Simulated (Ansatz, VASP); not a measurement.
Two plane-wave programs on Pt

Contents of INCAR:

```
ALGO = Normal ; EDIFF = 1E-6
ENCUT = 520 ; GGA = PE
ISIF = 2 ; ISMEAR = 0
IVDW = 12 ; LASPH = True
LCHARG = False ; LREAL = False
LWAVE = False ; NBANDS = 11
NELM = 60 ; PREC = Accurate
SIGMA = 0.1
```

The input KPOINTS:

```
k-points
0
Gamma
  8 8 8
```

POSCAR

```
Pt
1.0
    0.0000000000      1.9579000000      1.9579000000
    1.9579000000      0.0000000000      1.9579000000
    1.9579000000      1.9579000000      0.0000000000
Pt
1
Direct
    0.0000000000      0.0000000000      0.0000000000
```

Input for Ansatz:

```yaml
crystal:
  lattice:
    - [0.0, 1.9579, 1.9579]
    - [1.9579, 0.0, 1.9579]
    - [1.9579, 1.9579, 0.0]
  atoms:
    - { symbol: Pt, position: [0.0, 0.0, 0.0] }
basis:
  ecutwfc: 420
kpoints:
  mp_grid: { grid: [8, 8, 8] }
hamiltonian:
  xc: pbe
  dispersion: d3bj
scf:
  occupations: { method: gaussian, width: 0.1 }
output:
  forces: true
  stress: true
  eigenvalues: true
```

Alike in both runs: task single point; functional PBE; dispersion D3(BJ); k mesh 8 × 8 × 8; occupations gaussian, width 0.1 eV; no spin polarisation.

|  | VASP | Ansatz |
| --- | --- | --- |
| version | VASP 6.6.1 | Ansatz 0.2.0 |
| potentials or method | VASP PAW PBE potentials, release 64 (Pt) | scalar-relativistic, plane waves, PAW |
| plane-wave cutoff (eV) | 520 | 420 |
| valence electrons in the cell | 10 | 18 |

|  | VASP | Ansatz | Ansatz less VASP |
| --- | --- | --- | --- |
| gap on the k mesh at the Fermi level (eV) | none | none | - |
| pressure (GPa) | 1.5 | 2.1 | +0.59 |

A gap of «none» marks a metal or a gap that the smearing closes. The two sets of potentials don't hold the same shells in valence.

Caveats: pairwise dispersion overbinds metals, which lowers pressure and volume. The runs have no spin-orbit coupling, so splittings on Pt are missing.
